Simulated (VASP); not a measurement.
# BaTe (Fm-3m) in VASP: notebook

The runs below take BaTe through single point, electrostatic potential, relaxation of cell and atoms, with RPBE, LAK, r2SCAN.

Everything below comes from runs of VASP 6.6.1. Logs are shortened: lines on timing, memory, paths and dates and some standing lists are left out, and cuts for length are marked.

## (1) The structure

It takes space group Fm-3m (No. 225, cubic). Conventional cell: a = 6.820 Å, b = 6.820 Å, c = 6.820 Å, α = 90.00°, β = 90.00°, γ = 90.00°. Around Ba (site symmetry m-3m) lie 6 Te at 3.41 Å. Around Te (site symmetry m-3m) lie 6 Ba at 3.41 Å.

## (2) Single point, RPBE

File INCAR:

```
PREC = Accurate
ENCUT = 520
EDIFF = 1E-6
ISMEAR = 0
SIGMA = 0.1
LREAL = F
LASPH = T
NELM = 80
ALGO = Normal
ISIF = 2
LWAVE = F
LCHARG = F
GGA = RP
```

File KPOINTS:

```
Automatic mesh
0
Gamma
  7 7 7
```

File POSCAR:

```
BaTe
1.0
    0.0000000000      3.4100000000      3.4100000000
    3.4100000000      0.0000000000      3.4100000000
    3.4100000000      3.4100000000      0.0000000000
Ba Te
1 1
Cartesian
    0.0000000000      0.0000000000      0.0000000000
    3.4100000000      3.4100000000      3.4100000000
```

Potentials or basis: VASP PAW PBE potentials, release 64 (Ba_sv, Te).

Run with:

```bash
$ cat potpaw_PBE.64/Ba_sv/POTCAR potpaw_PBE.64/Te/POTCAR > POTCAR
$ mpirun -np 1 vasp_std > vasp.out
```

OUTCAR:

```text
PREC = Accurate
   ENCUT = 520
   EDIFF = 1E-6
   ISMEAR = 0
   LREAL = F
   LASPH = T
   NELM = 80
   ISIF = 2
   GGA = RP

 ion  position               nearest neighbor table
   1  0.000  0.000  0.000-   2 3.41   2 3.41   2 3.41   2 3.41   2 3.41   2 3.41
   2  0.500  0.500  0.500-   1 3.41   1 3.41   1 3.41   1 3.41   1 3.41   1 3.41

  LATTYP: Found a face centered cubic cell.
 ALAT       =     6.8200000000

  Lattice vectors:

 A1 = (   0.0000000000,   3.4100000000,   3.4100000000)
 A2 = (   3.4100000000,   0.0000000000,   3.4100000000)
 A3 = (   3.4100000000,   3.4100000000,   0.0000000000)

Analysis of symmetry for initial positions (statically):
=====================================================================
 Subroutine PRICEL returns:
 Original cell was already a primitive cell.

 Routine SETGRP: Setting up the symmetry group for a
 face centered cubic supercell.

 Subroutine GETGRP returns: Found 48 space group operations
 (whereof 48 operations were pure point group operations)
 out of a pool of 48 trial point group operations.

The static configuration has the point symmetry O_h .

Analysis of symmetry for dynamics (positions and initial velocities):
=====================================================================
 Subroutine PRICEL returns:
 Original cell was already a primitive cell.

 Routine SETGRP: Setting up the symmetry group for a
 face centered cubic supercell.

 Subroutine GETGRP returns: Found 48 space group operations
 (whereof 48 operations were pure point group operations)
 out of a pool of 48 trial point group operations.

The dynamic configuration has the point symmetry O_h .

 Subroutine INISYM returns: Found 48 space group operations
 (whereof 48 operations are pure point group operations),
 and found     1 'primitive' translations

----------------------------------------------------------------------------------------

                                     Primitive cell

  volume of cell :      79.3036

  direct lattice vectors                    reciprocal lattice vectors
     0.000000000  3.410000000  3.410000000    -0.146627566  0.146627566  0.146627566
     3.410000000  0.000000000  3.410000000     0.146627566 -0.146627566  0.146627566
     3.410000000  3.410000000  0.000000000     0.146627566  0.146627566 -0.146627566

  length of vectors
     4.822468248  4.822468248  4.822468248     0.253966394  0.253966394  0.253966394

  position of ions in fractional coordinates (direct lattice)
     0.000000000  0.000000000  0.000000000
     0.500000000  0.500000000  0.500000000

  ion indices of the primitive-cell ions
   primitive index   ion index
                 1           1
                 2           2

----------------------------------------------------------------------------------------

 KPOINTS: Automatic mesh

Automatic generation of k-mesh.
 Grid dimensions read from file:
 generate k-points for:    7    7    7

 Generating k-lattice:

  Cartesian coordinates                     Fractional coordinates (reciprocal lattice)
    -0.020946795  0.020946795  0.020946795     0.142857143  0.000000000  0.000000000
     0.020946795 -0.020946795  0.020946795     0.000000000  0.142857143  0.000000000
     0.020946795  0.020946795 -0.020946795     0.000000000  0.000000000  0.142857143

  Length of vectors
     0.036280913  0.036280913  0.036280913

  Shift w.r.t. Gamma in fractional coordinates (k-lattice)
     0.000000000  0.000000000  0.000000000

 Subroutine IBZKPT returns following result:
 ===========================================

 Found     20 irreducible k-points:

 Following reciprocal coordinates:
            Coordinates               Weight
  0.000000  0.000000  0.000000      1.000000
  0.142857  0.000000  0.000000      8.000000
  0.285714  0.000000  0.000000      8.000000
  0.428571  0.000000  0.000000      8.000000
  0.142857  0.142857  0.000000      6.000000
  0.285714  0.142857  0.000000     24.000000
[... 12 lines left out ...]
 -0.428571  0.428571  0.142857     24.000000
 -0.285714  0.428571  0.142857     24.000000
   k-points           NKPTS =     20   k-points in BZ     NKDIM =     20   number of bands    NBANDS=     12
   number of dos      NEDOS =    301   number of ions     NIONS =      2
   total plane-waves  NPLWV =  46656
   dimension x,y,z NGX =    36 NGY =   36 NGZ =   36
   dimension x,y,z NGXF=    72 NGYF=   72 NGZF=   72
   ions per type =               1   1
   NGX,Y,Z   is equivalent  to a cutoff of  12.41, 12.41, 12.41 a.u.
   NGXF,Y,Z  is equivalent  to a cutoff of  24.82, 24.82, 24.82 a.u.
 SYSTEM =  unknown system
   PREC   = accura    normal or accurate (medium, high low for compatibility)
   ISTART =      0    job   : 0-new  1-cont  2-samecut
   ICHARG =      2    charge: 1-file 2-atom 10-const
   ISPIN  =      1    spin polarized calculation?
   LNONCOLLINEAR =      F non collinear calculations
   LSORBIT =      F    spin-orbit coupling
   LASPH  =      T    aspherical Exc in radial PAW
   ENCUT  =  520.0 eV  38.22 Ry    6.18 a.u.   8.97  8.97  8.97*2*pi/ulx,y,z
   NELM   =     80;   NELMIN=  2; NELMDL= -5     # of ELM steps
   EDIFF  = 0.1E-05   stopping-criterion for ELM
   LREAL  =      F    real-space projection
   EDIFFG = 0.1E-04   stopping-criterion for IOM
   NSW    =      0    number of steps for IOM
   IBRION =     -1    ionic relax: 0-MD 1-quasi-New 2-CG
   NFREE  =      0    steps in history (QN), initial steepest desc. (CG)
   ISIF   =      2    stress and relaxation
   ISYM   =      2    0-nonsym 1-usesym 2-fastsym
   POTIM  = 0.5000    time-step for ionic-motion
   TEBEG  =    0.0;   TEEND  =   0.0 temperature during run
   PSTRESS=    0.0 pullay stress
   NELECT =      16.0000    total number of electrons
   NUPDOWN=      -1.0000    fix difference up-down
   EMIN   =  10.00;   EMAX   =-10.00  energy-range for DOS
   EFERMI =   0.00;   METHOD = LEGACY
   ISMEAR =     0;   SIGMA  =   0.10  broadening in eV -4-tet -1-fermi 0-gaus
   EFERMI_NEDOS =   21; number of points for ismear=-14 and -15
   IALGO  =     38    algorithm
   IMIX   =      4    mixing-type and parameters
     AMIX     =   0.40;   BMIX     =  1.00
     AMIX_MAG =   1.60;   BMIX_MAG =  1.00
  volume/ion in A,a.u.               =      39.65       267.58
  Fermi-wavevector in a.u.,A,eV,Ry     =   0.960175  1.814468 12.543704  0.921936
  Thomas-Fermi vector in A             =   2.089436
   LORBIT       =      0    0 simple, 1 ext, 2 COOP (PROOUT), +10 PAW based schemes
   GGA     = RP    functional components
   LHFCALC =     F    Hartree Fock is set to
   AEXX    =    0.0000 exact exchange contribution
   IVDW    =     0    specifies the selected vdW correction
   LEPSILON=     F    determine dielectric tensor
   LRPA    =     F    only Hartree local field effects (RPA)
 non-spin polarized calculation
 Gauss-broadening in eV      SIGMA  =   0.10
  energy-cutoff  :      520.00
  volume of cell :       79.30
 maximum number of plane-waves:      2145
   NGX = 17   NGY = 17   NGZ = 17

 number of electron      16.0000000 magnetization

 Free energy of the ion-electron system (eV)
  ---------------------------------------------------
  ext. energy  EPLUGINS =         0.00000000
  ---------------------------------------------------
  free energy    TOTEN  =        -7.88238634 eV

  energy without entropy =       -7.88238634  energy(sigma->0) =       -7.88238634

 E-fermi :   3.3267     XC(G=0):  -8.4018

 val. band max:        2.8955647577   @ k =   0.0000   0.0000   0.0000
 cond. band min:       4.3825634697   @ k =   0.4286   0.4286   0.0000
 fundamental gap:      1.4869987120
 Fermi energy:         3.3266739207

 k-point     1 :       0.0000    0.0000    0.0000
  band No.  band energies     occupation
      1     -23.9583      2.00000
      2      -9.1434      2.00000
      3      -9.1434      2.00000
      4      -9.1434      2.00000
      5      -6.7893      2.00000
      6       2.8956      2.00000
      7       2.8956      2.00000
      8       2.8956      2.00000
      9       5.8419      0.00000
     10       5.8419      0.00000
     11       5.8419      0.00000
     12       6.3011      0.00000

 k-point     2 :       0.1429    0.0000    0.0000
  band No.  band energies     occupation
      1     -23.9546      2.00000
      2      -9.2800      2.00000
      3      -9.1458      2.00000
      4      -9.1458      2.00000
      5      -6.5884      2.00000
      6       2.2243      2.00000
      7       2.5512      2.00000
      8       2.5512      2.00000
      9       5.9225      0.00000
     10       6.1153      0.00000
     11       6.1153      0.00000
     12       7.1375      0.00000

 k-point     3 :       0.2857    0.0000    0.0000
  band No.  band energies     occupation
      1     -23.9460      2.00000
      2      -9.5343      2.00000
      3      -9.1512      2.00000
      4      -9.1512      2.00000
      5      -6.1778      2.00000
      6       1.2025      2.00000
      7       1.9937      2.00000
      8       1.9937      2.00000
      9       6.2315      0.00000
     10       6.8343      0.00000
     11       6.8343      0.00000
     12       8.5388      0.00000
[... 226 lines left out ...]
 k-point    19 :      -0.4286    0.4286    0.1429
  band No.  band energies     occupation
      1     -23.9327      2.00000
      2      -9.4403      2.00000
      3      -9.2813      2.00000
      4      -9.2760      2.00000
      5      -6.3472      2.00000
      6       1.5673      2.00000
      7       1.9268      2.00000
      8       2.1929      2.00000
      9       5.2510      0.00000
     10       7.7692      0.00000
     11       7.9554      0.00000
     12       8.8806      0.00000

 k-point    20 :      -0.2857    0.4286    0.1429
  band No.  band energies     occupation
      1     -23.9321      2.00000
      2      -9.4332      2.00000
      3      -9.3516      2.00000
      4      -9.2558      2.00000
      5      -6.2460      2.00000
      6       1.4051      2.00000
      7       1.8779      2.00000
      8       1.9379      2.00000
      9       6.1262      0.00000
     10       7.0233      0.00000
     11       8.2037      0.00000
     12       8.5366      0.00000

------------------------ aborting loop because EDIFF is reached ----------------------------------------

  FORCE on cell =-STRESS in cart. coord.  units (eV):
  Direction    XX          YY          ZZ          XY          YZ          ZX
  --------------------------------------------------------------------------------------
  -------------------------------------------------------------------------------------
  Total        2.7902265      2.7902265      2.7902265      0.0000000      0.0000000     -0.0000000
  in kB       56.3711519     56.3711519     56.3711519      0.0000000      0.0000000     -0.0000000
  external PRESSURE =      56.3711519 kB  Pullay stress =       0.0000000 kB

 VOLUME and BASIS-vectors are now :
 -----------------------------------------------------------------------------
  energy-cutoff  :      520.00
  volume of cell :       79.30
      direct lattice vectors                 reciprocal lattice vectors
     0.000000000  3.410000000  3.410000000    -0.146627566  0.146627566  0.146627566
     3.410000000  0.000000000  3.410000000     0.146627566 -0.146627566  0.146627566
     3.410000000  3.410000000  0.000000000     0.146627566  0.146627566 -0.146627566

 POSITION                                       TOTAL-FORCE (eV/Angst)
 -----------------------------------------------------------------------------------
      0.00000      0.00000      0.00000        -0.000000      0.000000     -0.000000
      3.41000      3.41000      3.41000         0.000000     -0.000000      0.000000
 -----------------------------------------------------------------------------------
    total drift:                                0.000000      0.000000      0.000000

  FREE ENERGIE OF THE ION-ELECTRON SYSTEM (eV)
  ---------------------------------------------------
  free  energy   TOTEN  =        -7.8823863448 eV

  energy  without entropy=       -7.8823863448  energy(sigma->0) =       -7.88238634
```

Run time: 14 s. Hardware: 1 thread of Intel Xeon Platinum 8488C (Sapphire Rapids), shared host; peak memory 0.2 GiB.

Results:

* Free energy: -7.8824 eV
* Pressure: 5.6 GPa
* Band gap on the k mesh: 1.49 eV, indirect (least direct gap 1.87 eV)

Caveat: the PAW data sets were made with another functional, which shifts forces and pressure a little; spin-orbit coupling is left out, which moves the levels of the heavy elements; an odd mesh through Γ misses points on the zone boundary, where band edges often lie.

## (3) Single point, RPBE

File run.py:

```python
from ase.calculators.vasp import Vasp
from ase.dft.bandgap import bandgap
from ase.io import read

atoms = read('BaTe.xyz')
calc = Vasp(
    directory='calc',
    xc='rpbe',
    pp='PBE',
    setups='materialsproject',
    prec='Accurate',
    encut=520,
    ediff=1e-06,
    ismear=0,
    sigma=0.1,
    lreal=False,
    lasph=True,
    nelm=60,
    algo='Normal',
    isif=2,
    lwave=False,
    lcharg=False,
    kpts=[7, 7, 7],
    gamma=True,
)
atoms.calc = calc

print('energy (eV):', atoms.get_potential_energy())
print('free energy (eV):', atoms.get_potential_energy(force_consistent=True))
print('forces (eV/A):')
print(atoms.get_forces())
print('stress (eV/A^3, Voigt):', atoms.get_stress())
print('Fermi level (eV):', calc.get_fermi_level())
gap, top, bottom = bandgap(calc)
print('band gap (eV):', gap, 'from (spin, k, band)', top, 'to', bottom)
```

File BaTe.xyz:

```xyz
2
Lattice="0.0000000000 3.4100000000 3.4100000000 3.4100000000 0.0000000000 3.4100000000 3.4100000000 3.4100000000 0.0000000000" Properties=species:S:1:pos:R:3 pbc="T T T"
Ba     0.0000000000      0.0000000000      0.0000000000
Te     3.4100000000      3.4100000000      3.4100000000
```

Potentials or basis: VASP PAW PBE potentials, release 64 (Ba_sv, Te).

Run with:

```bash
$ python run.py
```

Run time: 15 s. Hardware: 1 thread of Intel Xeon Platinum 8488C (Sapphire Rapids), shared host; peak memory 0.21 GiB.

It converged, with:

- Free energy: -7.8824 eV
- Pressure: 5.6 GPa
- Band gap on the k mesh: 1.49 eV, indirect (least direct gap 1.87 eV)

Levels at points of the mesh, in eV from the valence-band top:
| k point | band 5 | band 6 | band 7 | band 8 | band 9 | band 10 | band 11 | band 12 |
| --- | --- | --- | --- | --- | --- | --- | --- | --- |
| (0.00, 0.00, 0.00) | -9.68 | 0.00 | 0.00 | 0.00 | 2.95 | 2.95 | 2.95 | 3.41 |

Caveat: the PAW data sets were made with another functional, which shifts forces and pressure a little; spin-orbit coupling is left out, which moves the levels of the heavy elements; an odd mesh through Γ misses points on the zone boundary, where band edges often lie. A hybrid or GW would open this gap; RPBE tends to underestimate it.

(Continued in part 2 of 2.)
